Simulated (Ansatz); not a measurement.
Start from BN in the zinc blende structure (space group F-43m, No. 216; a = 3.606 Å).

It is then changed as follows: full substitution N → Bi, then cell and atoms are relaxed.

Levels (all Ansatz, a program for electronic structure, PAW): PBEsol (420 eV, spin-orbit coupling left out); PBEsol+SOC (420 eV, noncollinear with spin-orbit coupling).

The geometry is relaxed with PBEsol.

```
Item                                        Value
----------------------------  -------------------
PBEsol gap character                  direct at Γ
PBEsol valence-band top at Γ  0.00, 0.00, 0.00 eV
PBEsol pressure                          0.00 GPa
PBEsol electron mass              0.034 mₑ (at Γ)
```

Predict the gap character, valence-band top at Γ, pressure and electron mass from PBEsol+SOC.

The gap character remains direct at Γ; the valence-band top at Γ (three highest Kramers pairs, from the VBM) becomes 0.00, 0.00, -1.35 eV (PBEsol: 0.00, 0.00, 0.00 eV); the pressure goes from zero to -0.11 GPa; the electron mass changes from 0.034 mₑ (at Γ) to 0.031 mₑ (at Γ). The threefold valence maximum splits by Δso ≈ 1.35 eV.

Single points use the geometry relaxed with PBEsol. Differences between runs with and without spin-orbit coupling are approximate. With Bi present, leaving out spin-orbit coupling can change the band edges. Masses are band curvatures over ±0.01 Å⁻¹ around the edge. Stability against distortions was not tested. As relaxed here, BiB is a hypothetical phase, not in the database extracts checked. A zero or small gap of BiB can be the functional's error rather than a property of the material.
